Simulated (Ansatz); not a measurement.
# Li2O: a single-point run

The task is a single-point run on Li2O. The structure is shown as the input types it.

Computed with Ansatz 0.2.0 (density functional or hybrid calculation with the settings of its input, plane waves (as first typed), unless a step's input says otherwise).

4 further runs of the same task are left out: 1 for a known fault of the program, 3 that didn't finish.

## Step 1: Starting point

The structure is cubic, space group Fm-3m (No. 225). Conventional cell: a = 4.573 Å, b = 4.573 Å, c = 4.573 Å, α = 90.00°, β = 90.00°, γ = 90.00°. O (site symmetry m-3m) has 8 Li at 1.98 Å as nearest neighbours. Li (site symmetry -43m) is surrounded by 4 O at 1.98 Å.

As a file:

```xyz
3
Lattice="0.0000 2.2864 2.2864 2.2864 0.0000 2.2864 2.2864 2.2864 0.0000" Properties=species:S:1:pos:R:3 pbc="T T T"
O     0.0000    0.0000    0.0000
Li    1.1432    1.1432    1.1432
Li    3.4296    3.4296    3.4296
```

## Step 2: Input and run

input.yaml reads:

```yaml
crystal:
  lattice:
    - [0.0, 2.2863684468, 2.2863684468]
    - [2.2863684468, 0.0, 2.2863684468]
    - [2.2863684468, 2.2863684468, 0.0]
  atoms:
    - { symbol: O, position: [0.0, 0.0, 0.0] }
    - { symbol: Li, position: [0.25, 0.25, 0.25] }
    - { symbol: Li, position: [0.75, 0.75, 0.75] }
kpoints:
  mp_grid: { grid: [6, 6, 6] }
hamiltonian:
  xc: r2scan
scf:
  occupations: { method: fixed }
  n_extra_bands: 4
  mixing: { beta: 0.005 }
  max_iter: 80
output:
  forces: true
  stress: true
  eigenvalues: true
```

Run with:

```bash
ansatz run input.yaml --threads 4 --pin off --max-ram 3686MiB --backend cpu --events-out ev --progress --plain --runs-dir out
```

**Question.** How will this run end, and is anything wrong with its input?

This run ends as converged. That alone doesn't make the input a sound one.

The suspect setting: scf.mixing.beta is 0.005. What could go wrong: mixing too weak. Here it converged all the same; such a setting changes the road, not the converged state.

Run again and compare: delete scf.mixing.beta (the default then holds).
